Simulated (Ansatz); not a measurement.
## BP (zincblende) under strain

BP in the zincblende structure, relaxed with r2SCAN in Ansatz. Space group F-43m (No. 216), cubic; a = 4.537 Å in the conventional setting, 11.67 Å³ an atom. Around B lie 4 P at 1.96 Å; around P lie 4 B at 1.96 Å.

The axes x, y and z are those of this cell:
```
B P
1.0
     0.00000    2.26832    2.26832
     2.26832    0.00000    2.26832
     2.26832    2.26832    0.00000
B P
1 1
Direct
  0.00000 0.00000 0.00000
  0.25000 0.25000 0.25000
```

Unstrained: PBE gives an indirect gap of 1.238 eV, from Γ to Γ–X (0.83 of the way from Γ); the least direct gap is 3.405 eV at Γ. The r2SCAN gap is indirect, 1.410 eV (Γ to Γ–X (0.83 of the way from Γ)), below the direct gap of 3.602 eV at Γ. The HSE06 gap is indirect, 1.964 eV (Γ to Γ–X (0.83 of the way from Γ)), below the direct gap of 4.344 eV at Γ. Meshes: PBE 10×10×10, r2SCAN 10×10×10, HSE06 6×6×6. Strains are changes of length per length. After each strain the atoms were relaxed again with r2SCAN within the symmetry that the strain leaves, so tilts or polar shifts that break it weren't tested; points keep the names that they have in the unstrained zone. No spin polarisation and no zero-point or thermal motion.

Changes of the least gap in eV (an overlap counts as a negative gap):
```csv
strain,volume change (%),space group,PBE,r2SCAN,HSE06,G0W0@PBE (mesh),"energy rise, r2SCAN (meV/atom)"
uniaxial -4.0 % along z,-4.0,I-4m2,-0.674,-0.705,-0.703,-0.66,21.6
uniaxial -3.0 % along z,-3.0,I-4m2,-0.503,-0.526,-0.524,-0.49,12.1
uniaxial -2.0 % along z,-2.0,I-4m2,-0.333,-0.349,-0.347,-0.33,5.3
uniaxial -1.0 % along z,-1.0,I-4m2,-0.166,-0.173,-0.172,-0.16,1.3
uniaxial +1.0 % along z,+1.0,I-4m2,-0.061,-0.064,-0.064,-0.05,1.3
uniaxial +2.0 % along z,+2.0,I-4m2,-0.120,-0.128,-0.127,-0.10,5.2
uniaxial +3.0 % along z,+3.0,I-4m2,-0.178,-0.190,-0.190,-0.14,11.6
uniaxial +4.0 % along z,+4.0,I-4m2,-0.236,-0.252,-0.251,-0.19,20.5
```
Unstrained, G0W0@PBE with 97 empty bands, a screening cutoff of 150 eV and a 6×6×6 mesh gives 1.99 eV on its mesh; the band count follows the volume. G0W0 here is at a finite number of bands, screening cutoff and k mesh, not at the basis limit.

Uniaxial -4.0 % along z, other directions held. HSE06: the gap goes from 1.964 to 1.261 eV (-0.703 eV); with r2SCAN the top three valence levels at Γ, degenerate before, become 1+2 from the top over 414 meV. Stress change with r2SCAN, compression positive: xx +3.61, yy +3.61, zz +15.09 GPa.

Uniaxial -3.0 % along z, other directions held. HSE06: the gap goes from 1.964 to 1.440 eV (-0.524 eV); with r2SCAN the top three valence levels at Γ, degenerate before, become 1+2 from the top over 311 meV. Stress change with r2SCAN, compression positive: xx +2.57, yy +2.57, zz +11.20 GPa.

Uniaxial -2.0 % along z, other directions held. HSE06: the gap goes from 1.964 to 1.617 eV (-0.347 eV); with r2SCAN the top three valence levels at Γ, degenerate before, become 1+2 from the top over 208 meV. Stress change with r2SCAN, compression positive: xx +1.63, yy +1.63, zz +7.39 GPa.

Uniaxial -1.0 % along z, other directions held. HSE06: the gap goes from 1.964 to 1.792 eV (-0.172 eV); with r2SCAN the top three valence levels at Γ, degenerate before, become 1+2 from the top over 104 meV. Stress change with r2SCAN, compression positive: xx +0.77, yy +0.77, zz +3.65 GPa.

Uniaxial +1.0 % along z, other directions held. HSE06: the gap goes from 1.964 to 1.900 eV (-0.064 eV); the edges go from Γ → Γ–X (0.83) to Γ → Γ–X (0.82); with r2SCAN the top three valence levels at Γ, degenerate before, become 2+1 from the top over 104 meV. Stress change with r2SCAN, compression positive: xx -0.70, yy -0.70, zz -3.57 GPa.

Uniaxial +2.0 % along z, other directions held. HSE06: the gap goes from 1.964 to 1.837 eV (-0.127 eV); the edges go from Γ → Γ–X (0.83) to Γ → Γ–X (0.82); with r2SCAN the top three valence levels at Γ, degenerate before, become 2+1 from the top over 209 meV. Stress change with r2SCAN, compression positive: xx -1.32, yy -1.32, zz -7.07 GPa.

Uniaxial +3.0 % along z, other directions held. HSE06: the gap goes from 1.964 to 1.774 eV (-0.190 eV); the edges go from Γ → Γ–X (0.83) to Γ → Γ–X (0.82); with r2SCAN the top three valence levels at Γ, degenerate before, become 2+1 from the top over 314 meV. Stress change with r2SCAN, compression positive: xx -1.87, yy -1.87, zz -10.47 GPa.

Uniaxial +4.0 % along z, other directions held. HSE06: the gap goes from 1.964 to 1.713 eV (-0.251 eV); the edges go from Γ → Γ–X (0.83) to Γ → Γ–X (0.82); with r2SCAN the top three valence levels at Γ, degenerate before, become 2+1 from the top over 419 meV. Stress change with r2SCAN, compression positive: xx -2.36, yy -2.36, zz -13.80 GPa.

Where an edge lies off the special points, it is a point of the mesh or the k point where a search put PBE's edge or least direct gap, reused for the other functionals, whose own edges may lie a little apart.

The meshes of the hybrids are coarse, so their gaps aren't converged to the digits shown.

The splittings at Γ are without spin-orbit coupling, which regroups them where it is of like size or larger.
